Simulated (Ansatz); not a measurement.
What uniaxial stress, 1 GPa compression along x does to Ti3SiC2

The reference is Ti3SiC2 (space group P6_3/mmc, No. 194; a = 3.0728 Å, c = 17.7228 Å). Axes: x lies along a and z along c of the hexagonal cell.

Perturbation: uniaxial stress, 1 GPa compression along x, with the cell and atoms free to relax against it.

Level of theory: Kohn–Sham DFT with the PBE functional, run in Ansatz (a quantum-chemistry and plane-wave program) with PAW and 420 eV plane waves, no SOC. k-mesh 14×14×3 (Γ-centred); smearing 0.05 eV (Fermi–Dirac).

```tsv
quantity	base	changed	shift
volume per atom	12.08 Å³	12.05 Å³	-0.022 Å³
space group	P6_3/mmc (No. 194)	Cmcm (No. 63)	–
shortest interatomic distance	2.092 Å	2.090 Å	-0.002 Å
energy relative to the base (free energy F)	0 meV/atom	+0.1 meV/atom	+0.1 meV/atom
band gap	zero	zero	–
strain response (xx, yy, zz) (rough)	–	(−0.31, +0.05, +0.07) %	–
```

Without a gap, meshes like the base's 14×14×3 leave anisotropic stresses uncertain by several tenths of a GPa, and small strain energies with them. Stability under load was not tested beyond the relaxation. The final runs are not spin-polarised.
